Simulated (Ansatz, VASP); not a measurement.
## TiTe2 in two plane-wave programs

Wanted: the spread between two codes on one cell, functional and k mesh. The structure shown is the start of the Ansatz relaxation below; VASP solves that cell, so the two are compared at the walk's first step.

Method: plane waves, with VASP 6.6.1 beside it; single point at PBE, in Ansatz 0.2.0.

**1. The structure**

The cell holds 3 atoms: 2 Te and 1 Ti. Cell: a = 3.777 Å, b = 3.777 Å, c = 30.631 Å, α = 90.0°, β = 90.0°, γ = 60.0°. It derives from TiTe2. As first built, before any earlier steps moved the atoms (in the runner's words): one layer cut from layered TiTe2 (space group P-3m1). Vacuum lies along c. The height across the vacuum is the one that the program set for its solve, not the one typed.

**2. Ansatz: relaxation, PBE**

Ansatz runs on its default PAW (the set named soft_2) files.

The two programs are compared at the cell with which this relaxation starts, whose forces are those of its first step.

Contents of input.yaml:

```yaml
crystal:
  lattice:
    - [3.777, 0.0, 0.0]
    - [1.8885, 3.27097795, 0.0]
    - [0.0, 0.0, 19.4153488]
  atoms:
    - { symbol: Te, position: [0.0, 0.0, 0.58795487] }
    - { symbol: Te, position: [0.66666667, 0.66666667, 0.41204513] }
    - { symbol: Ti, position: [0.33333333, 0.33333333, 0.5] }
  periodic: [true, true, false]
kpoints:
  mp_grid: { grid: [8, 8, 1] }
scf:
  occupations: { method: fermi_dirac, width: 0.05 }
hamiltonian:
  xc: pbe
  pseudopotentials: { kind: paw }
output:
  forces: true
  stress: true
relax:
  f_tol: 0.02
  max_steps: 50
  cell: {}
```

Command:

```sh
$ ansatz run input.yaml --threads 4 --pin off --max-ram 8192MiB --backend cpu --events-out ev --progress --plain --runs-dir out
```

Numbers of over 12 decimals in the logs are rounded to 6 here.

The program printed:

```text
Warning: crystal.periodic: the lattice vector that does not repeat stood 0.000° off the slab's normal, 19.415 Å along it as the deck builds it. The run solves the slab on a vector along the normal, 30.631 Å long, with every atom where it was (on the deck's vector they left 16.00 Å outside them, and the widest stretch free of ions among them is 1.71 Å). A fractional position that the run reports is one of the run's ce [...]
crystal.periodic: the lattice vector that does not repeat stood 0.000° off the slab's normal, 19.415 Å along it as the deck builds it. The run solves the slab on a vector along the normal, 30.631 Å long, with every atom where it was (on the deck's vector they left 16.00 Å outside them, and the widest stretch free of ions among them is 1.71 Å). A fractional position that the run reports is one of the run's cell, which [...]
Engine: ansatz 0.2.0, x86_64-unknown-linux-gnu
Pseudopotentials: kind: paw
Pseudopotential: Te, paw, valence charge 16, recommended cutoff 420 eV (normal), Te.paw.azcp
Pseudopotential: Ti, paw, valence charge 12, recommended cutoff 420 eV (normal), Ti.paw.azcp
Functional definition: PBE
  parameter kappa = 0.804
  parameter beta = 0.066725
  exchange = pbe_x(kappa = kappa, mu = beta*pi^2/3)
  correlation = pbe_c(beta = beta)
Crystal: 3 atoms, lattice volume = 378.426 Å³
Basis set: ecut = 420 eV, 7375 PW (Γ), exchange–correlation on 54×54×432 points (8 copies of the dense FFT grid, shifted against one another)
Bands: 27, of which v1, the nominal top of the filled ones, is band 22 counted from 1 (21 counted from 0)
Symmetry: 12 space group operations
Space group: P-3m1 (ITA 164), of the structure as read, at distance tolerance 7.2e-5 Å
k-points: 10 of 64
Non-local potential: Te, projectors of the file, l = 0: 2, l = 1: 2, l = 2: 2, l = 3: 2
Non-local potential: Ti, projectors of the file, l = 0: 3, l = 1: 2, l = 2: 3, l = 3: 1
PAW form: soft (Blöchl's): semilocal exchange-correlation on the pseudo side does not see the compensation charge
PAW one-centre angular grid: Te, 590 points (default); XC on 64 Gauss nodes
PAW one-centre angular grid: Ti, 590 points (default); XC on 64 Gauss nodes
Initial density: superposition of atomic densities (neutral atoms: chi_scale 0, normalization atom), corrected by the library's trained network
Initial wavefunctions: pseudopotential atomic-orbital guess
Functional: x = pbe(κ = 0.804, μ = 0.219515), c = pbe(β = 0.066725)
SCF iter   1: F=—  HF=-16461.657160 eV  |F-HF|=—  |Δ(HF+E_count)|=         —  Δρ=2.15e-3  dr2=4.02e-2  ethr=1.77e-3  ⟨swp⟩=13.2  Hψ=1743  notcnv=0
preconditioner: auto → LDOS  [metal: Δε(μ)=0.033 eV  Ē_g=6.163 eV  σ=0.050 eV  W_gap=0.16  n_scr=18 (ndim 8)  ℏωp=7.6 eV  f_vac=0.754  D(μ)=2.24/eV (n_scr^D=10)  β→1.0]
SCF iter   2: F=—  HF=-16461.654157 eV  |F-HF|=—  |Δ(HF+E_count)|=   3.00e-3  Δρ=1.21e-3  dr2=1.37e-2  ethr=9.13e-5  ⟨swp⟩=3.5  Hψ=634  notcnv=0
[...]
preconditioner: auto → LDOS  [metal: Δε(μ)=0.070 eV  Ē_g=6.065 eV  σ=0.050 eV  W_gap=0.33  n_scr=18 (ndim 8)  ℏωp=7.7 eV  f_vac=0.751  D(μ)=1.94/eV (n_scr^D=8)  β→1.0]
SCF iter   2: F=—  HF=-16461.661627 eV  |F-HF|=—  |Δ(HF+E_count)|=   7.65e-4  Δρ=7.45e-4  dr2=5.67e-3  ethr=2.52e-5  ⟨swp⟩=3.0  Hψ=407  notcnv=0
SCF iter   3: F=—  HF=-16461.661288 eV  |F-HF|=—  |Δ(HF+E_count)|=   3.39e-4  Δρ=1.51e-4  dr2=3.10e-4  ethr=1.29e-5  ⟨swp⟩=2.5  Hψ=383  notcnv=0
SCF iter   4: F=—  HF=-16461.661259 eV  |F-HF|=—  |Δ(HF+E_count)|=   2.87e-5  Δρ=6.12e-5  dr2=3.15e-5  ethr=7.04e-7  ⟨swp⟩=3.4  Hψ=482  notcnv=0
SCF iter   5: F=—  HF=-16461.661261 eV  |F-HF|=—  |Δ(HF+E_count)|=   1.27e-6  Δρ=1.38e-5  dr2=1.70e-6  ethr=7.15e-8  ⟨swp⟩=3.2  Hψ=543  notcnv=0
SCF iter   6: F=—  HF=-16461.661317 eV  |F-HF|=—  |Δ(HF+E_count)|=   5.64e-5  Δρ=4.45e-6  dr2=1.02e-7  ethr=3.86e-9  ⟨swp⟩=3.2  Hψ=453  notcnv=0
SCF iter   7: F=—  HF=-16461.661317 eV  |F-HF|=—  |Δ(HF+E_count)|=   7.50e-8  Δρ=8.92e-7  dr2=4.38e-9  ethr=2.32e-10  ⟨swp⟩=3.4  Hψ=579  notcnv=0
SCF iter   8: F=—  HF=-16461.661317 eV  |F-HF|=—  |Δ(HF+E_count)|=   8.72e-9  Δρ=2.00e-7  dr2=1.25e-10  ethr=9.95e-12  ⟨swp⟩=3.1  Hψ=555  notcnv=0
SCF iter   9: F=-16461.661317 eV  HF=-16461.661317 eV  |F-HF|=8.00e-10  |Δ(HF+E_count)|=   2.73e-9  Δρ=4.37e-8  dr2=4.54e-12  ethr=1.00e-12  ⟨swp⟩=10.5  Hψ=1714  notcnv=0
SCF 3 converged in 9 iterations: F = -16461.661317 eV  dr2 = 4.54e-12
relax step   3: F+E_penalty+E_count = -16461.66131713 eV  Δ(F+E_penalty+E_count) = -7.921e-3 eV  max|allowed force component| = 8.356e-3 eV/Å  Δτ_max = 0.0367 Å  P = -0.184 N/m  Ω = 374.688 Å³  energy of the carried Pulay correction = +1.169e-4 eV  fix = [c, alpha, beta]  reactions: c -0.000 N/m  (9 SCF iters, accepted)
[...]
relax step   4: F+E_penalty+E_count = -16461.66170984 eV  Δ(F+E_penalty+E_count) = -3.927e-4 eV  max|allowed force component| = 1.144e-2 eV/Å  Δτ_max = 0.0040 Å  P = -0.090 N/m  Ω = 373.174 Å³  energy of the carried Pulay correction = +1.645e-4 eV  fix = [c, alpha, beta]  reactions: c -0.000 N/m  (6 SCF iters, dr2 threshold 4.71e-8 eV, accepted)
[...]
relax step   5: F+E_penalty+E_count = -16461.66181456 eV  Δ(F+E_penalty+E_count) = -1.047e-4 eV  max|allowed force component| = 1.079e-3 eV/Å  Δτ_max = 0.0010 Å  P = -0.001 N/m  Ω = 372.236 Å³  energy of the carried Pulay correction = +1.941e-4 eV  fix = [c, alpha, beta]  reactions: c -0.000 N/m  (6 SCF iters, dr2 threshold 1.13e-8 eV, accepted)
[...]
relax step   6: F+E_penalty+E_count = -16461.66161828 eV  Δ(F+E_penalty+E_count) = +1.963e-4 eV  max|allowed force component| = 1.039e-3 eV/Å  Δτ_max = 0.0000 Å  P = -0.000 N/m  Ω = 372.236 Å³  fix = [c, alpha, beta]  reactions: c -0.000 N/m  stress off target by 4.59e-4 N/m on what of the cell is left free  SCF on the basis re-selected at this cell (its energy is not comparable with the rows above)  (5 SCF iters)
basis re-selected at this cell: Δ(F+E_penalty+E_count) = +1.963e-4 eV, ΔP = +0.000 N/m vs the last step (what re-selecting the basis moved, of the pressure what is left beyond the Pulay correction that the steps carried, after the strain that the cell walked since its last selection, with what the two solves' SCF thresholds leave and, on support functions, any second-order correction that the steps lacked; it is no m [...]
SCF converged after 5 iterations
Free energy (F): -16461.661618 eV
Harris-Foulkes:  -16461.661618 eV  (|F-HF|=8.33e-10)
Internal energy: -16461.647765 eV  (E = F + TS)
E sigma→0 (E₀):  -16461.654692 eV
Entropy (-TS):   -0.013853 eV (-4.618 meV/atom)
Fermi energy:    -4.874069 eV
--- Per-component energies (eV) ---
  E_band       = -1328.582798
  E_kinetic    = 632.100665
  E_local      = -87568.907162  (includes V_loc(G=0)·N_el)
  E_nonlocal   = -612.130477
  E_hartree    = 43740.664377
  E_xc         = -345.938564
  E_vxc        = -330.036317  (∫ρ·V_xc dr)
  E_paw        = -10372.409385  (= ΣΔE_a)
  E_vpaw       = -930.938538  (= ΣTr[D̂ρ^β])
  E_aug_tail   = -0.000226  (compensation charges beyond the density's cutoff)
  E_ewald      = 38064.973007
  E_smearing   = -0.013853  (= −TS)
  E_closure    = 0.000000  (closes the sum)
  Σ components = -16461.661618   (vs F -16461.661618, Δ=0.00e0)
--- Forces (eV/Å), atoms counted from 1 ---
  atom   1  Te     0.00000000     0.00000000    -0.00103875
  atom   2  Te     0.00000000    -0.00000000     0.00103875
  atom   3  Ti     0.00000000     0.00000000     0.00000000
  max |Σ_I F_I| component: 2.31e-18 eV/Å
--- 2D stress c σ (N/m, compression-positive) ---
       -0.000459      -0.000000       0.000000
       -0.000000      -0.000459       0.000000
        0.000000       0.000000      -0.000000
  P = ½ c Tr σ = -0.0005 N/m
--- Relaxed structure (5 steps of the walk, 4 accepted, 1 SCFs on fresh bases) ---
  F+E_penalty+E_count = -16461.66161828 eV   max|allowed force component| = 1.039e-3 eV/Å   (the final SCF, on the basis selected at the relaxed cell)
  cell:  # Å, volume = 372.2356 Å³
    - [3.745978, 0, 0]
    - [1.872989, 3.244112, 0]
    - [0, 0, 30.630698]
  atoms:
    - { symbol: Te, position: [0, 0, 0.374035] }
    - { symbol: Te, position: [0.666667, 0.666667, 0.259818] }
    - { symbol: Ti, position: [0.333333, 0.333333, 0.316926] }
```

The column dr2 measures how far the density is from self-consistency, as an energy; F and HF (Harris–Foulkes) agree once it is small.

**3. VASP: single point, PBE, start cell**

The same cell, functional, mesh and smearing now go to VASP, with its own data sets.

Lines of VASP's logs that name or quote its potential files are left out, and so is its time.

Contents of INCAR:

```
SYSTEM = TiTe2
PREC = Accurate
ENCUT = 400
EDIFF = 1E-06
NELM = 120
ISMEAR = -1
SIGMA = 0.05
LREAL = .FALSE.
ALGO = Normal
GGA = PE
NBANDS = 18
LASPH = .TRUE.
LORBIT = 11
LWAVE = .FALSE.
LCHARG = .FALSE.
ISIF = 2
LDIPOL = .TRUE.
IDIPOL = 3
DIPOL = 0.5 0.5 0.317
LVHAR = .TRUE.
GGA_COMPAT = .FALSE.
NELMDL = -8
```

Contents of POSCAR:

```
TiTe2
1.0
    3.7770000000      0.0000000000      0.0000000000
    1.8885000000      3.2709780000      0.0000000000
    0.0000000000      0.0000000000     30.6306980000
Te Ti
2 1
Direct
    0.0000000000      0.0000000000      0.3726767506
    0.6666666667      0.6666666667      0.2611758962
    0.3333333333      0.3333333333      0.3169263071
```

Contents of KPOINTS:

```
Automatic mesh
0
Gamma
8 8 1
0 0 0
```

PAW data sets: Te and Ti_sv (PBE family, release 64).

Command:

```sh
$ mpirun -np 1 vasp_std
```

The program printed:

```text
[banner, memory and clock lines left out]
running    1 mpi-ranks, on    1 nodes
 distrk:  each k-point on    1 cores,    1 groups
 distr:  one band on    1 cores,    1 groups

 POSCAR found type information on POSCAR TeTi
 POSCAR found :  2 types and       3 ions
 LDA part: xc-table for (Slater+PW92), standard interpolation
 POSCAR, INCAR and KPOINTS ok, starting setup
 FFT: planning ... GRIDC
 FFT: planning ... GRID_SOFT
 FFT: planning ... GRID
 WAVECAR not read
 entering main loop
       N       E                     dE             d eps       ncg     rms          rms(c)
DAV:   1     0.139903885143E+03    0.13990E+03   -0.91653E+03   448   0.791E+02
DAV:   2     0.899310349506E+00   -0.13900E+03   -0.13677E+03   480   0.214E+02
DAV:   3    -0.175507340591E+02   -0.18450E+02   -0.18384E+02   680   0.677E+01
DAV:   4    -0.184715543068E+02   -0.92082E+00   -0.91706E+00   490   0.153E+01
DAV:   5    -0.185547681145E+02   -0.83214E-01   -0.83175E-01   572   0.361E+00
DAV:   6    -0.185553387294E+02   -0.57061E-03   -0.57058E-03   510   0.402E-01
DAV:   7    -0.185553544569E+02   -0.15727E-04   -0.15727E-04   550   0.601E-02
DAV:   8    -0.185553545936E+02   -0.13676E-06   -0.13714E-06   518   0.616E-03    0.120E+01
DAV:   9    -0.185894882848E+02   -0.34134E-01   -0.39160E+01   416   0.398E+01    0.159E+01
DAV:  10    -0.166753170458E+02    0.19142E+01   -0.42050E+01   454   0.377E+01    0.642E+00
DAV:  11    -0.162716368949E+02    0.40368E+00   -0.13954E+00   398   0.825E+00    0.273E+00
DAV:  12    -0.161981122782E+02    0.73525E-01   -0.10423E+00   494   0.668E+00    0.161E+00
DAV:  13    -0.161856798337E+02    0.12432E-01   -0.27950E-01   430   0.411E+00    0.835E-01
DAV:  14    -0.161796080150E+02    0.60718E-02   -0.57052E-02   402   0.187E+00    0.289E-01
[...]
DAV:  21    -0.161791470032E+02   -0.10085E-03   -0.75989E-06   392   0.169E-02    0.915E-03
DAV:  22    -0.161791756364E+02   -0.28633E-04   -0.40599E-06   416   0.125E-02    0.261E-03
DAV:  23    -0.161792022619E+02   -0.26625E-04   -0.10190E-06   358   0.418E-03    0.433E-03
DAV:  24    -0.161792125139E+02   -0.10252E-04   -0.44539E-07   338   0.314E-03    0.376E-03
DAV:  25    -0.161792167364E+02   -0.42225E-05   -0.13460E-07   302   0.247E-03    0.175E-03
DAV:  26    -0.161792202385E+02   -0.35021E-05   -0.15489E-07   318   0.168E-03    0.957E-04
DAV:  27    -0.161792217119E+02   -0.14734E-05   -0.31237E-08   258   0.876E-04    0.793E-04
DAV:  28    -0.161792225210E+02   -0.80912E-06   -0.11562E-08   226   0.469E-04
   1 F= -.16179223E+02 E0= -.16171083E+02  d E =-.162790E-01
```

Parts of OUTCAR (step 3):

```text
ion  position               nearest neighbor table
   1  0.000  0.000  0.373-   3 2.77   3 2.77   3 2.77
   2  0.667  0.667  0.261-   3 2.77   3 2.77   3 2.77
   3  0.333  0.333  0.317-   2 2.77   2 2.77   2 2.77   1 2.77   1 2.77   1 2.77

  LATTYP: Found a hexagonal cell.
 ALAT       =     3.7770000432
 C/A-ratio  =     8.1097955122

 Subroutine GETGRP returns: Found 12 space group operations
 (whereof  6 operations were pure point group operations)

The static configuration has the point symmetry C_3v.
 The point group associated with its full space group is D_3d.

 Found     10 irreducible k-points:

   k-points           NKPTS =     10   k-points in BZ     NKDIM =     10   number of bands    NBANDS=     18

   dimension x,y,z NGX =    28 NGY =   28 NGZ =  200
   dimension x,y,z NGXF=    56 NGYF=   56 NGZF=  400

   ENCUT  =  400.0 eV  29.40 Ry    5.42 a.u.   6.16  6.16 49.95*2*pi/ulx,y,z

   NELECT =      24.0000    total number of electrons

 k-points in reciprocal lattice and weights: Automatic mesh
   0.00000000  0.00000000  0.00000000       0.016
   0.12500000 -0.00000000  0.00000000       0.094
   0.25000000 -0.00000000  0.00000000       0.094
   0.37500000 -0.00000000  0.00000000       0.094
   0.50000000 -0.00000000  0.00000000       0.047
   0.25000000  0.12500000  0.00000000       0.094
   0.37500000  0.12500000  0.00000000       0.188
   0.50000000  0.12500000  0.00000000       0.188
   0.50000000  0.25000000  0.00000000       0.094
  -0.37500000  0.25000000  0.00000000       0.094

 dipolmoment           0.000000      0.000000     -0.000001 electrons x Angstroem

 average (electrostatic) potential at core
       1 -96.4297       2 -96.4297       3 -84.0346

 E-fermi :  -2.4596

 k-point     1 :       0.0000    0.0000    0.0000
  band No.  band energies     occupation
    ...
      6     -13.5274      2.00000
      7      -6.5887      2.00000
      8      -4.0068      2.00000
      9      -4.0068      2.00000
     10      -3.7208      2.00000
     11      -2.0358      0.00042
     12      -2.0358      0.00042
     13      -1.8634      0.00001
     14      -1.3499      0.00000
     15      -1.3499      0.00000
    ...

 k-point     2 :       0.1250   -0.0000    0.0000
  band No.  band energies     occupation
    ...
      8      -4.6501      2.00000
      9      -3.9837      2.00000
     10      -3.3250      2.00000
     11      -3.0056      1.99996
     12      -2.4650      1.05414
     13      -1.9948      0.00018
     14      -1.2327      0.00000
     15      -1.0824      0.00000
     16       0.1755      0.00000
     17       0.7603      0.00000
    ...

 k-point     3 :       0.2500   -0.0000    0.0000
  band No.  band energies     occupation
    ...
      8      -5.4987      2.00000
      9      -4.7692      2.00000
     10      -3.9954      2.00000
     11      -3.3446      2.00000
     12      -2.9498      1.99989
     13      -2.2406      0.02474
     14      -1.0992      0.00000
     15      -1.0391      0.00000
     16      -0.1717      0.00000
     17       0.5835      0.00000
    ...

  Total        0.0468876      0.0468876      0.6936518      0.0000000      0.0000000      0.0000000
  in kB        0.1985120      0.1985120      2.9367746      0.0000000      0.0000000      0.0000000
  external PRESSURE =       1.1112662 kB  Pullay stress =       0.0000000 kB

  energy-cutoff  :      400.00
  volume of cell :      378.43
      direct lattice vectors                 reciprocal lattice vectors
     3.777000000  0.000000000  0.000000000     0.264760392 -0.152859481  0.000000000
     1.888500000  3.270978000  0.000000000     0.000000000  0.305718962  0.000000000
     0.000000000  0.000000000 30.630698000     0.000000000  0.000000000  0.032646987

 POSITION                                       TOTAL-FORCE (eV/Angst)
 -----------------------------------------------------------------------------------
      0.00000      0.00000     11.41535         0.000000     -0.000000      0.225789
      3.77700      2.18065      8.00000        -0.000000      0.000000     -0.225789
      1.88850      1.09033      9.70767         0.000000      0.000000     -0.000000
 -----------------------------------------------------------------------------------
    total drift:                                0.000000      0.000000     -0.000437

  FREE ENERGIE OF THE ION-ELECTRON SYSTEM (eV)
  ---------------------------------------------------
  free  energy   TOTEN  =       -16.1792225210 eV

  energy  without entropy=      -16.1629435305  energy(sigma->0) =      -16.17108303

 vacuum level on the upper side and lower side of the slab         2.469         2.469

 total charge
# of ion       s       p       d       tot
------------------------------------------
    1        1.382   2.009   0.033   3.424
    2        1.382   2.009   0.033   3.424
    3        2.169   6.126   1.851  10.145
--------------------------------------------------
tot          4.933  10.144   1.917  16.994

[... 3 further parts left out ...]
```

**4. Differences**

Known differences besides the potentials themselves: Ansatz cuts the interaction across the vacuum, VASP repeats the sheet with a dipole correction; the data sets hold 44 valence electrons in Ansatz (on its default PAW (the set named soft_2) files) and 24 in VASP; the cutoff is 420 eV in Ansatz and 400 eV in VASP. Total energies have different zeros and are not compared.

Forces (eV/Å; atoms numbered as in POSCAR):

```csv
atom,"Ansatz x, y, z","VASP x, y, z"
Te1,"0.000, 0.000, 0.214","0.000, 0.000, 0.226"
Te2,"0.000, 0.000, -0.214","0.000, 0.000, -0.226"
Ti3,"0.000, 0.000, 0.000","0.000, 0.000, 0.000"
```

The forces differ by 5.4 meV/Å r.m.s., which is 5.0 % of the r.m.s. force of 0.106 eV/Å (both taken over all components). With vacuum in the cell, a pressure given here is an average over mostly empty space and none of the material.

**5. What came out**

```json
{"r.m.s. force difference (single point, PBE, start cell)": "5.4 meV/Å"}
```

In words: The r.m.s. force difference is 5.4 meV/Å (single point, PBE, start cell), within the 12 meV/Å picked in this series as the mark of a large difference. The data sets hold unlike numbers of valence electrons (44 in Ansatz and 24 in VASP), so part of the differences comes from the potentials. 1 further run of this series is not shown here. How closely two codes agree says nothing of how well the functional describes the real material.

[Lines on the potential files, build, host, timing and source positions are cut from VASP's logs without a mark.]

[Logs are printed without paths, hosts, clocks, repeated set-up lines and the standing remarks that a program may print on its own settings, such as how far it seeks lower states.]

[Hosts, paths, dates, database ids (printed as entryN), source tags and the programs' standing remarks are cut or masked in the printed files.]
